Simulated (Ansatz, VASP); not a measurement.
## Zn (linear Zn chain) in two plane-wave programs

Wanted: the spread between two codes on one cell, functional and k mesh. The structure shown is the end of the Ansatz relaxation below.

Method: plane waves, with VASP 6.6.1 beside it; single point at revPBE, in Ansatz 0.2.0.

## Step 1: Starting point

The cell holds 1 atom: 1 Zn. Cell: a = 7.500 Å, b = 7.500 Å, c = 2.615 Å, α = 90.0°, β = 90.0°, γ = 90.0°. Vacuum lies along a and b. The structure's axis is c.

## Step 2: Ansatz: relaxation, revPBE

Ansatz runs on its default PAW (the set named soft_2) files.

This run makes the geometry at which the two programs are then compared.

File input.yaml:

```yaml
crystal:
  lattice:
    - [7.5, 0.0, 0.0]
    - [0.0, 7.5, 0.0]
    - [0.0, 0.0, 2.2692]
  atoms:
    - { symbol: Zn, position: [0.5, 0.5, 0.0], spin: 0.5 }
magnetization:
  spin_polarized: true
kpoints:
  mp_grid: { grid: [1, 1, 36] }
scf:
  occupations: { method: fermi_dirac, width: 0.05 }
hamiltonian:
  xc: revpbe
relax:
  cell: { fix: [a, b, alpha, beta, gamma] }
  max_steps: 60
```

Launch:

```bash
$ ansatz run input.yaml --threads 4 --pin off --max-ram 8192MiB --backend cpu --events-out ev --progress --plain --runs-dir out
```

Numbers of over 12 decimals in the logs are rounded to 6 here.

Output:

```text
Engine: ansatz 0.2.0, x86_64-unknown-linux-gnu
Pseudopotentials: kind: paw
Pseudopotential: Zn, paw, valence charge 12, recommended cutoff 420 eV (normal), Zn.paw.azcp
Functional definition: revPBE
  parameter kappa = 1.245
  parameter beta = 0.066725
  exchange = pbe_x(kappa = kappa, mu = beta*pi^2/3)
  correlation = pbe_c(beta = beta)
Crystal: 1 atoms, lattice volume = 127.643 Å³
Basis set: ecut = 420 eV, 2511 PW (Γ), exchange–correlation on 108×108×32 points (8 copies of the dense FFT grid, shifted against one another)
Bands: 11, of which v1, the nominal top of the filled ones, is band 6 counted from 1 (5 counted from 0)
Symmetry: 16 space group operations
Space group: P4/mmm (ITA 123), of the structure as read, at distance tolerance 5.0e-5 Å
Magnetic group: BNS 123.339 (UNI 999), of the structure as read, at distance tolerance 5.0e-5 Å
k-points: 19 of 36
Non-local potential: Zn, projectors of the file, l = 0: 2, l = 1: 2, l = 2: 3, l = 3: 1
PAW form: soft (Blöchl's): semilocal exchange-correlation on the pseudo side does not see the compensation charge
PAW frozen core: Zn, regenerated for the run's functional, and the local potential with it (the file was generated under x = pbe(κ = 0.804, μ = 0.219515), c = pbe(β = 0.066725))
PAW one-centre angular grid: Zn, 590 points (default); XC on 64 Gauss nodes
Initial density: superposition of atomic densities (neutral atoms: chi_scale 0, normalization atom)
Starting moments: Σ|m| = 0.5 μB on 1 of 1 site
Initial wavefunctions: pseudopotential atomic-orbital guess
Functional: x = revpbe(κ = 1.245, μ = 0.219515), c = pbe(β = 0.066725)
iter 1 solved again at ethr=1.78e-3 eV; its pass at ethr=3.10e-3 eV (dr2=2.14e-1 eV) is discarded
SCF iter   1: F=—  HF=-3321.900522 eV  |F-HF|=—  |Δ(HF+E_count)|=         —  Δρ=2.45e-2 (↑2.45e-2 ↓1.65e-2)  dr2=2.20e-1  dr2_m=4.52e-1  M=0.127 μB ∫|m|=0.127 μB  β_m=0.30  ethr=1.78e-3  ⟨swp⟩=1.0  Hψ=3324  notcnv=0
preconditioner: auto → LDOS  [metal: Δε(μ)=0.028 eV  Ē_g=11.262 eV  σ=0.050 eV  W_gap=0.14  n_scr=12 (ndim 8)  ℏωp=11.4 eV  f_vac=0.694  D(μ)=1.61/eV (n_scr^D=8)]
spin=Collinear: LDOS preconditioning applied to the charge; magnetization (m = ρ↑ − ρ↓) channel mixes plain (no charge-response kernel on spin).
SCF iter   2: F=—  HF=-3321.892948 eV  |F-HF|=—  |Δ(HF+E_count)|=   7.57e-3  Δρ=1.58e-2 (↑1.58e-2 ↓1.37e-2)  dr2=1.15e-1  dr2_m=2.31e-1  M=0.126 μB ∫|m|=0.126 μB  β_m=0.30  ethr=1.78e-3  ⟨swp⟩=2.5  Hψ=672  notcnv=0
SCF iter   3: F=—  HF=-3321.884408 eV  |F-HF|=—  |Δ(HF+E_count)|=   8.54e-3  Δρ=1.06e-2 (↑1.06e-2 ↓1.02e-2)  dr2=3.23e-2  dr2_m=1.18e-1  M=0.125 μB ∫|m|=0.125 μB  β_m=0.30  ethr=9.59e-4  ⟨swp⟩=2.0  Hψ=850  notcnv=0  defer=20
SCF iter   4: F=—  HF=-3321.889807 eV  |F-HF|=—  |Δ(HF+E_count)|=   5.40e-3  Δρ=7.71e-3 (↑7.00e-3 ↓7.71e-3)  dr2=4.23e-3  dr2_m=6.06e-2  M=0.120 μB ∫|m|=0.120 μB  β_m=0.30  ethr=2.69e-4  ⟨swp⟩=2.1  Hψ=572  notcnv=0  defer=20
SCF iter   5: F=—  HF=-3321.903966 eV  |F-HF|=—  |Δ(HF+E_count)|=   1.42e-2  Δρ=5.30e-3 (↑5.30e-3 ↓4.99e-3)  dr2=2.91e-4  dr2_m=3.09e-2  M=0.120 μB ∫|m|=0.120 μB  β_m=0.30  ethr=3.53e-5  ⟨swp⟩=2.0  Hψ=796  notcnv=0  defer=20
SCF iter   6: F=—  HF=-3321.905568 eV  |F-HF|=—  |Δ(HF+E_count)|=   1.60e-3  Δρ=3.75e-3 (↑3.75e-3 ↓3.61e-3)  dr2=1.40e-4  dr2_m=1.58e-2  M=0.122 μB ∫|m|=0.122 μB  β_m=0.30  ethr=2.42e-6  ⟨swp⟩=2.0  Hψ=687  notcnv=0  defer=20
SCF iter   7: F=—  HF=-3321.906542 eV  |F-HF|=—  |Δ(HF+E_count)|=   9.75e-4  Δρ=2.64e-3 (↑2.62e-3 ↓2.64e-3)  dr2=1.68e-5  dr2_m=8.11e-3  M=0.124 μB ∫|m|=0.125 μB  β_m=0.30  ethr=1.17e-6  ⟨swp⟩=2.4  Hψ=786  notcnv=0  defer=20
SCF iter   8: F=—  HF=-3321.907002 eV  |F-HF|=—  |Δ(HF+E_count)|=   4.59e-4  Δρ=1.91e-3 (↑1.87e-3 ↓1.91e-3)  dr2=1.67e-6  dr2_m=4.17e-3  M=0.126 μB ∫|m|=0.128 μB  β_m=0.30  ethr=1.40e-7  ⟨swp⟩=2.0  Hψ=643  notcnv=0  defer=20
Mixer restart at iter 8: flushing history
spin-set hold released at iteration 8 (site moments contracting): the magnetisation degrees of freedom join the quasi-Newton model from the next iteration; the mixer history was flushed
[...]
Crystal: 1 atoms, lattice volume = 147.116 Å³
Basis set: ecut = 420 eV, 2897 PW (Γ), exchange–correlation on 108×108×36 points (8 copies of the dense FFT grid, shifted against one another)
[...]
preconditioner: auto → none  [insulator: Δε(μ)=0.251 eV  Ē_g=10.434 eV  σ=0.050 eV  W_gap=0.79  n_scr=12 (ndim 8)  ℏωp=10.6 eV  f_vac=0.708  D(μ)=0.35/eV (n_scr^D=0)  ε∞_Penn≈2.0]
[...]
the starting moments were not kept: the SCF closed with an absolute magnetisation of 6.2e-6 μB, where they sum to 0.5 μB in size (1 site). That is at most 0.1 of that sum. Measured as dr2_m measures the in/out step, that magnetisation stands 7.3e-12 eV from none, at or under the dr2_threshold of 2.1e-8 eV: it is no larger than a step whose dr2_m would equal this threshold.
SCF 8 converged in 7 iterations: F = -3322.128855 eV  dr2 = 3.89e-13
relax step   8: F+E_penalty+E_count = -3322.12885520 eV  Δ(F+E_penalty+E_count) = -2.046e-4 eV  max|allowed force component| = 0.000e0 eV/Å  Δτ_max = 0.0000 Å  P = -0.056 GPa  Ω = 147.116 Å³  energy of the carried Pulay correction = -3.954e-5 eV  fix = [a, b, alpha, beta, gamma]  reactions: a -0.096, b -0.096 GPa  (7 SCF iters, dr2 threshold 2.11e-8 eV, accepted)
[...]
eigensolver tolerance schedule: the retry pair's looser diagonalisation over-reported the residual by 118.66 of it (diagonalisation noise at 0.15 of the residual, at the tolerance the schedule requests for it); recorded, not acted on — ethr = c·dr2/N_el stays at c = 1.0e-1
preconditioner: auto → none  [insulator: Δε(μ)=0.254 eV  Ē_g=10.359 eV  σ=0.050 eV  W_gap=0.80  n_scr=12 (ndim 8)  ℏωp=10.6 eV  f_vac=0.708  D(μ)=0.34/eV (n_scr^D=0)  ε∞_Penn≈2.0]
SCF iter   2: F=—  HF=-3322.128394 eV  |F-HF|=—  |Δ(HF+E_count)|=   3.17e-4  Δρ=2.39e-5 (↑2.39e-5 ↓2.39e-5)  dr2=3.95e-7  dr2_m=8.38e-12  M=-0.000 μB ∫|m|=0.000 μB  β_m=0.34  ethr=2.78e-8  ⟨swp⟩=2.8  Hψ=841  notcnv=0
SCF iter   3: F=—  HF=-3322.128588 eV  |F-HF|=—  |Δ(HF+E_count)|=   1.94e-4  Δρ=1.40e-5 (↑1.40e-5 ↓1.40e-5)  dr2=1.86e-7  dr2_m=4.99e-12  M=-0.000 μB ∫|m|=0.000 μB  β_m=0.38  ethr=3.29e-9  ⟨swp⟩=3.0  Hψ=886  notcnv=0
SCF iter   4: F=—  HF=-3322.128641 eV  |F-HF|=—  |Δ(HF+E_count)|=   5.27e-5  Δρ=9.49e-6 (↑9.49e-6 ↓9.47e-6)  dr2=3.44e-7  dr2_m=3.19e-12  M=-0.000 μB ∫|m|=0.000 μB  β_m=0.69  ethr=1.55e-9  ⟨swp⟩=3.0  Hψ=848  notcnv=0
SCF iter   5: F=—  HF=-3322.128764 eV  |F-HF|=—  |Δ(HF+E_count)|=   1.23e-4  Δρ=3.40e-6 (↑3.40e-6 ↓3.38e-6)  dr2=1.55e-7  dr2_m=1.10e-12  M=-0.000 μB ∫|m|=0.000 μB  β_m=0.85  ethr=1.55e-9  ⟨swp⟩=3.0  Hψ=888  notcnv=0
SCF iter   6: F=—  HF=-3322.128828 eV  |F-HF|=—  |Δ(HF+E_count)|=   6.36e-5  Δρ=5.64e-7 (↑5.64e-7 ↓5.52e-7)  dr2=5.32e-9  dr2_m=2.08e-13  M=-0.000 μB ∫|m|=0.000 μB  β_m=0.91  ethr=1.30e-9  ⟨swp⟩=3.1  Hψ=838  notcnv=0
SCF iter   7: F=—  HF=-3322.128829 eV  |F-HF|=—  |Δ(HF+E_count)|=   1.11e-6  Δρ=6.57e-8 (↑6.57e-8 ↓6.34e-8)  dr2=4.12e-11  dr2_m=3.56e-14  M=-0.000 μB ∫|m|=0.000 μB  β_m=0.95  ethr=4.43e-11  ⟨swp⟩=3.4  Hψ=734  notcnv=0
SCF iter   8: F=—  HF=-3322.128894 eV  |F-HF|=—  |Δ(HF+E_count)|=   6.51e-5  Δρ=2.24e-7 (↑2.24e-7 ↓2.23e-7)  dr2=1.83e-10  dr2_m=5.67e-15  M=-0.000 μB ∫|m|=0.000 μB  β_m=0.95  ethr=1.00e-12  ⟨swp⟩=8.1  Hψ=2008  notcnv=0
SCF iter   9: F=—  HF=-3322.128894 eV  |F-HF|=—  |Δ(HF+E_count)|=   1.88e-9  Δρ=2.14e-7 (↑2.14e-7 ↓2.14e-7)  dr2=1.69e-10  dr2_m=4.75e-15  M=-0.000 μB ∫|m|=0.000 μB  β_m=0.87  ethr=1.00e-12  ⟨swp⟩=2.0  Hψ=638  notcnv=0
SCF iter  10: F=—  HF=-3322.128894 eV  |F-HF|=—  |Δ(HF+E_count)|=   1.73e-8  Δρ=9.77e-8 (↑9.77e-8 ↓9.76e-8)  dr2=3.55e-11  dr2_m=3.56e-16  M=-0.000 μB ∫|m|=0.000 μB  β_m=0.94  ethr=1.00e-12  ⟨swp⟩=2.1  Hψ=662  notcnv=0
SCF iter  11: F=-3322.128894 eV  HF=-3322.128894 eV  |F-HF|=1.36e-12  |Δ(HF+E_count)|=   5.44e-9  Δρ=6.19e-9 (↑6.07e-9 ↓6.19e-9)  dr2=5.76e-13  dr2_m=1.11e-16  M=0.000 μB ∫|m|=0.000 μB  ethr=1.00e-12  ⟨swp⟩=6.0  Hψ=1444  notcnv=0
the starting moments were not kept: the SCF closed with an absolute magnetisation of 1.9e-8 μB, where they sum to 0.5 μB in size (1 site). That is at most 0.1 of that sum. Measured as dr2_m measures the in/out step, that magnetisation stands 7.2e-17 eV from none, at or under the dr2_threshold of 1.0e-11 eV: it is no larger than a step whose dr2_m would equal this threshold.
SCF 9 converged in 11 iterations: F = -3322.128894 eV  dr2 = 5.76e-13
relax step   9: F+E_penalty+E_count = -3322.12889385 eV  Δ(F+E_penalty+E_count) = -3.866e-5 eV  max|allowed force component| = 0.000e0 eV/Å  Δτ_max = 0.0000 Å  P = -0.056 GPa  Ω = 147.116 Å³  fix = [a, b, alpha, beta, gamma]  reactions: a -0.096, b -0.096 GPa  stress off target by 2.21e-2 GPa on what of the cell is left free  SCF on the basis re-selected at this cell (its energy is not comparable with the rows above)  (11 SCF iters)
basis re-selected at this cell: Δ(F+E_penalty+E_count) = -3.866e-5 eV, ΔP = -0.000 GPa vs the last step (what re-selecting the basis moved, of the pressure what is left beyond the Pulay correction that the steps carried, after the strain that the cell walked since its last selection, with what the two solves' SCF thresholds leave and, on support functions, any second-order correction that the steps lacked; it is no measure of the basis error at this ecutwfc). This SCF's stress stands 2.21e-2 GPa from its target on what of the cell is left free (relax.cell.stress_tol is 5.00e-2 GPa) and its largest allowed force component is 0.00e0 eV/Å (relax.f_tol is 1.00e-2 eV/Å): [rest of the remark cut]
SCF converged after 11 iterations
Magnetization: 0.0000 μB (6.0000 up, 6.0000 down)
Absolute magnetization: 0.0000 μB (∫|ρ↑−ρ↓|, with the PAW one-centre terms)
Spin contamination: 0.0000 ħ² per cell (⟨S²⟩ above its minimum at these occupations)
Per-site moments (μB) at R_I (Å): [(1.478402996416656e-9, 1.078847)]
Free energy (F): -3322.128894 eV
Harris-Foulkes:  -3322.128894 eV  (|F-HF|=1.36e-12)
Internal energy: -3322.125281 eV  (E = F + TS)
E sigma→0 (E₀):  -3322.127087 eV
Entropy (-TS):   -0.003613 eV (-3.613 meV/atom)
Fermi energy:    -0.831561 eV
--- Per-component energies (eV) ---
  E_band       = -94.591319
  E_kinetic    = 129.311790
  E_local      = -3210.273935  (includes V_loc(G=0)·N_el)
  E_nonlocal   = 611.365249
  E_hartree    = 1408.363056
  E_xc         = -136.068163
  E_vxc        = -49.200051  (∫ρ·V_xc dr)
  E_paw        = -1829.062560  (= ΣΔE_a)
  E_vpaw       = -392.520071  (= ΣTr[D̂ρ^β])
  E_aug_tail   = -0.000365  (compensation charges beyond the density's cutoff)
  E_ewald      = -295.703449
  E_core_change = -0.056904  (= ΣΔE_core)
  E_smearing   = -0.003613  (= −TS)
  E_closure    = 0.000000  (closes the sum)
  Σ components = -3322.128894   (vs F -3322.128894, Δ=0.00e0)
--- Forces (eV/Å), atoms counted from 1 ---
  atom   1  Zn     0.00000000     0.00000000     0.00000000
  max |Σ_I F_I| component: 3.79e-29 eV/Å
--- Stress (GPa, compression-positive) ---
       -0.095704       0.000000       0.000000
        0.000000      -0.095704       0.000000
        0.000000       0.000000       0.022114
  P = ⅓ Tr σ = -0.0564 GPa (-0.564 kbar)
--- Relaxed structure (7 steps of the walk, 7 accepted, 2 SCFs on fresh bases) ---
  F+E_penalty+E_count = -3322.12889385 eV   max|allowed force component| = 0.000e0 eV/Å   (the final SCF, on the basis selected at the relaxed cell)
  cell:  # Å, volume = 147.1155 Å³
    - [7.5, 0.0, 0.0]
    - [0.0, 7.5, 0.0]
    - [0.0, 0.0, 2.615387]
  atoms:
    - { symbol: Zn, position: [0.5, 0.5, 0.0] }
```

(Part 1 of 2 ends here.)

[Lines on the potential files, build, host, timing and source positions are cut from VASP's logs without a mark.]

[Logs are printed without paths, hosts, clocks, repeated set-up lines and the standing remarks that a program may print on its own settings, such as how far it seeks lower states.]

[Hosts, paths, dates, database ids (printed as entryN), source tags and the programs' standing remarks are cut or masked in the printed files.]
